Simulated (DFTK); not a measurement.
# Pb (P6_3/mmc) in DFTK: single point with PBE

Aim: the single point of Pb with PBE.

All numbers are computed with DFTK 0.8.2; they aren't measurements. Logs are shortened: lines on timing, memory, paths and dates and some standing lists are left out, and cuts for length are marked.

**1. The undisturbed crystal**

It takes space group P6_3/mmc (No. 194, hexagonal). The conventional cell has a = 3.480 Å, b = 3.480 Å, c = 5.590 Å, α = 90.00°, β = 90.00°, γ = 120.00°. Pb (site symmetry -6m2) is surrounded by 12 Pb at 3.44 to 3.48 Å.

This isn't the form of Pb at room conditions, which is fcc.

**2. Single point, PBE (atoms moved at random, drawn with an rms of 0.05 Å)**

The input, run.jl:

```julia
using DFTK
using PseudoPotentialData
using Unitful, UnitfulAtomic
using LinearAlgebra, Printf
include("save.jl")
disable_threading()

# lattice vectors are the columns
lattice = austrip(1u"Å") * [          3.48          -1.74            0.0;
                      0.0   3.0137684052            0.0;
                      0.0            0.0           5.59]
symbols   = [:Pb, :Pb]
positions = [[0.67832, 0.351853, 0.746395],
             [0.342519, 0.6872, 0.256244]]
pseudopotentials = PseudoFamily("dojo.nc.sr.pbe.v0_4_1.standard.upf")
elements = Dict(s => ElementPsp(s, pseudopotentials) for s in unique(symbols))
atoms    = [elements[s] for s in symbols]

build_model(lattice, positions; symmetries=true) =
    model_DFT(lattice, atoms, positions;
              functionals=PBE(),
              temperature=austrip(0.05u"eV"),
              smearing=Smearing.FermiDirac(),
              symmetries)
Ecut  = 34.0  # hartree
kgrid = [9, 9, 5]
tol   = 1e-6
to_GPa = ustrip(uconvert(u"GPa", 1u"hartree/bohr^3"))

model = build_model(lattice, positions)
basis = PlaneWaveBasis(model; Ecut, kgrid)
display(basis)
scfres = self_consistent_field(basis;
                               tol,
                               nbandsalg=AdaptiveBands(model; n_bands_converge=19))
display(scfres.energies)
@printf "Fermi level: %.6f eV\n" ustrip(auconvert(u"eV", something(scfres.εF, NaN)))
forces = compute_forces_cart(scfres)
println("Forces (eV/Å)")
for (s, f) in zip(symbols, forces)
    @printf "%-3s %12.6f %12.6f %12.6f\n" s ustrip.(auconvert.(u"eV/Å", f))...
end
stress = compute_stresses_cart(scfres)
println("Stress (GPa)")
display(round.(stress * to_GPa; digits=4))
println("Levels at the first k-point (eV): ", round.(ustrip.(auconvert.(u"eV", scfres.eigenvalues[1][1:scfres.n_bands_converge])); digits=4))
save_scf!(scfres; forces, stress)
```

Potentials or basis: dojo.nc.sr.pbe.v0_4_1.standard.upf (PBE).

Run with:

```console
> julia --threads=1 run.jl  # save.jl only writes the numbers to a file and isn't shown; printed stress counts tension as positive; times include loading and compiling
```

What it wrote:

```text
PlaneWaveBasis discretization:

    Ecut                 : 34.0 Ha
    fft_size             : (40, 40, 60), 96000 total points
    kgrid                : MonkhorstPack([9, 9, 5])
    num.   red. kpoints  : 405
    num. irred. kpoints  : 405

    Discretized Model(gga_x_pbe+gga_c_pbe, 3D):
        lattice (in Bohr)    : [6.57625   , -3.28812  , 0         ]
                               [0         , 5.6952    , 0         ]
                               [0         , 0         , 10.5636   ]
        unit cell volume     : 395.64 Bohr³

        atoms                : Pb₂
        pseudopot. family    : PseudoFamily("dojo.nc.sr.pbe.v0_4_1.standard.upf")

        num. electrons       : 28
        spin polarization    : none
        temperature          : 0.0018375 Ha
        smearing             : DFTK.Smearing.FermiDirac()

        terms                : Kinetic()
                               AtomicLocal()
                               AtomicNonlocal()
                               Ewald(nothing)
                               PspCorrection()
                               Hartree()
                               Xc(gga_x_pbe, gga_c_pbe)
                               Entropy()
n     Energy            log10(ΔE)   log10(Δρ)   Diag   Δtime
---   ---------------   ---------   ---------   ----   ------
  1   -140.7566200433                   -1.23    4.0     101s
  2   -140.7610209790       -2.36       -1.74    1.0    46.9s
  3   -140.7612584186       -3.62       -2.07    2.0    51.9s
  4   -140.7612795771       -4.67       -2.92    1.4    42.7s
  5   -140.7612837658       -5.38       -3.32    2.9    64.6s
  6   -140.7612838130       -7.33       -3.68    1.3    52.8s
  7   -140.7612838203       -8.14       -4.41    1.3    47.9s
  8   -140.7612838213       -8.99       -5.16    2.7    66.7s
  9   -140.7612838214      -10.26       -5.59    2.3    69.6s
 10   -140.7612838214      -11.60       -6.11    1.8    57.7s
Energy breakdown (in Ha):
    Kinetic             69.0305817
    AtomicLocal         -74.8506390
    AtomicNonlocal      -28.7645907
    Ewald               -97.1181251
    PspCorrection       6.3011004
    Hartree             24.6480924
    Xc                  -40.0073431
    Entropy             -0.0003604

    total               -140.761283821393
Fermi level: 5.787129 eV
Forces (eV/Å)
Pb     -0.003892     0.001936     0.098757
Pb      0.003891    -0.001936    -0.098757
Stress (GPa)
3×3 StaticArraysCore.SMatrix{3, 3, Float64, 9} with indices SOneTo(3)×SOneTo(3):
 -2.9333  -0.0102   0.0074
 -0.0102  -2.9434  -0.0034
  0.0074  -0.0034  -6.8097
Levels at the first k-point (eV): [-11.339, -11.2908, -11.2901, -11.2877, -11.2678, -11.2676, -11.2129, -11.2073, -11.0171, -11.0119, -6.1849, -2.2014, 1.4979, 11.3734, 11.4134, 13.244, 13.3017, 13.9636, 14.652]
```

It took 18 min on 1 thread of AMD EPYC 9R14 (Zen 4), shared host; peak memory 5.9 GiB.

Results:

| Property | Result |
| --- | --- |
| Free energy | -3830.3097 eV |
| Pressure | 4.2 GPa |
| Largest force | 0.099 eV/Å |
| Band gap on the k mesh | none (metal or under the smearing width) |

Forces on the atoms (eV/Å):
```
Pb  -0.004  0.002  0.099
Pb   0.004 -0.002 -0.099
```

Levels at points of the mesh, in eV from the Fermi level:
```tsv
k point	band 12	band 13	band 14	band 15	band 16	band 17
(0.00, 0.00, 0.00)	-7.99	-4.29	5.59	5.63	7.46	7.51
```

The run has no spin-orbit coupling, so splittings on Pb are missing.
